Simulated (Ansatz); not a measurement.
# SiC (Fm-3m): energy and pressure against volume

How does SiC (Fm-3m) respond to strong compression and slight expansion?

Program: Ansatz 0.2.0. Level of theory: DFT r²SCAN, scalar-relativistic, plane waves, PAW. These are calculated values, not measurements.

## 1. The structure to begin with

Symmetry: Fm-3m, No. 225, cubic system. Conventional cell: a = 4.026 Å, b = 4.026 Å, c = 4.026 Å, α = 90.00°, β = 90.00°, γ = 90.00°. C (site symmetry m-3m) is surrounded by 6 Si at 2.01 Å. Si (site symmetry m-3m) has 6 C at 2.01 Å as nearest neighbours.

Coordinates:

```xyz
2
Lattice="0.0000 2.0129 2.0129 2.0129 0.0000 2.0129 2.0129 2.0129 0.0000" Properties=species:S:1:pos:R:3 pbc="T T T"
C     0.0000    0.0000    0.0000
Si    2.0129    2.0129    2.0129
```

An earlier run at r²SCAN left this cell at 8.155 Å³/atom and -0.02 GPa (18×18×18 mesh).

## 2. Volume × 0.96

Contents of input.yaml:

```yaml
crystal:
  lattice:
    - [0.0, 1.9856565045, 1.9856565045]
    - [1.9856565045, 0.0, 1.9856565045]
    - [1.9856565045, 1.9856565045, 0.0]
  atoms:
    - { symbol: C, position: [0.0, 0.0, 0.0] }
    - { symbol: Si, position: [0.5, 0.5, 0.5] }
basis:
  ecutwfc: 500
  ecutrho_ratio: 4
kpoints:
  mp_grid: { grid: [20, 20, 20] }
hamiltonian:
  xc: r2scan
scf:
  occupations: { method: gaussian, width: 0.05 }
output:
  forces: true
  stress: true
  eigenvalues: true
```

Run with:

```bash
> ansatz run input.yaml --threads 1 --pin off --max-ram 2560MiB --backend cpu --events-out ev --progress --plain --runs-dir out
```

The runs that follow: Volume × 1.04; Volume × 0.92; Volume × 0.88; Volume × 0.84; Volume × 0.8; Volume × 0.76; Volume × 0.72; Volume × 0.68; Volume × 0.64.

Before running it: what results should come out? Wanted: range of pressure; V0; B0; B0′.

**Answer**, as computed:

| quantity | value |
| --- | --- |
| range of pressure | -9.2 to 303.4 GPa |
| V0 (fit) | 8.15 Å³/atom |
| B0 (fit) | 286 GPa |
| B0′ (fit) | 3.92 |

**Reading.** A third-order Birch-Murnaghan fit follows the points with an rms miss of 0.79 meV/atom. The k mesh is not the same at all volumes. Symmetry fixes shape and sites, so only the volume changes. The gap is zero at the larger volumes and opens under compression; semilocal functionals close small gaps early. Other structures may be lower in enthalpy at these pressures.
